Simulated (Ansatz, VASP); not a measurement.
TiC in VASP and in Ansatz

The input INCAR:

```
SYSTEM = TiC
ALGO = Normal ; EDIFF = 1E-6
ENCUT = 520 ; GGA = PE
ISIF = 2 ; ISMEAR = -1
LASPH = .TRUE. ; LCHARG = .FALSE.
LREAL = .FALSE. ; LWAVE = .FALSE.
NBANDS = 15 ; NELM = 60
PREC = Accurate ; SIGMA = 0.03
```

File KPOINTS:

```
k-points
0
G
  16 16 16
  0 0 0
```

File POSCAR:

```
TiC
1.0
    0.0000000000      2.1198243393      2.1198243393
    2.1198243393      0.0000000000      2.1198243393
    2.1198243393      2.1198243393      0.0000000000
Ti C
1 1
Direct
    0.0000000000      0.0000000000      0.0000000000
    0.5000000000      0.5000000000      0.5000000000
```

Input for Ansatz:

```yaml
crystal:
  lattice:
    - [0.0, 2.1198243393, 2.1198243393]
    - [2.1198243393, 0.0, 2.1198243393]
    - [2.1198243393, 2.1198243393, 0.0]
  atoms:
    - { symbol: Ti, position: [0.0, 0.0, 0.0] }
    - { symbol: C, position: [0.5, 0.5, 0.5] }
kpoints:
  mp_grid: { grid: [16, 16, 16] }
  band_path:
    path:
      - [0.0, 0.0, 0.0]
      - [0.5, 0.0, 0.5]
      - [0.625, 0.25, 0.625]
      - [0.375, 0.375, 0.75]
      - [0.0, 0.0, 0.0]
      - [0.5, 0.5, 0.5]
      - [0.5, 0.25, 0.75]
      - [0.5, 0.0, 0.5]
    npoints: 5
scf:
  occupations: { method: fermi_dirac, width: 0.03 }
hamiltonian:
  xc: pbe
  pseudopotentials: { kind: all_electron, lapw: { basis_error: 0.001 } }
output:
  forces: true
  stress: true
  eigenvalues: true
```

Change from the starting cell: volume scaled by 0.94.

Alike in both runs: task single point; functional PBE; k mesh 16 × 16 × 16; occupations fermi-dirac, width 0.03 eV; no spin polarisation.

```csv
,VASP,Ansatz
version,VASP 6.6.1,Ansatz 0.2.0
potentials or method,"VASP PAW PBE potentials, release 64 (Ti_sv, C)","all-electron LAPW, scalar-relativistic"
plane-wave cutoff (eV),520,see its input
```

Ansatz gave:

| Quantity | Value |
| --- | --- |
| pressure (GPa) | 18.6 |

Task: Estimate VASP's values.

Result: Pressure (GPa): 18.8.

Ansatz ran all-electron here, so the differences hold the error of VASP's frozen core and of both bases.

Caveats: so large a pressure means that the cell lies far from this level's equilibrium, or that cutoff or potentials fall short (VASP).
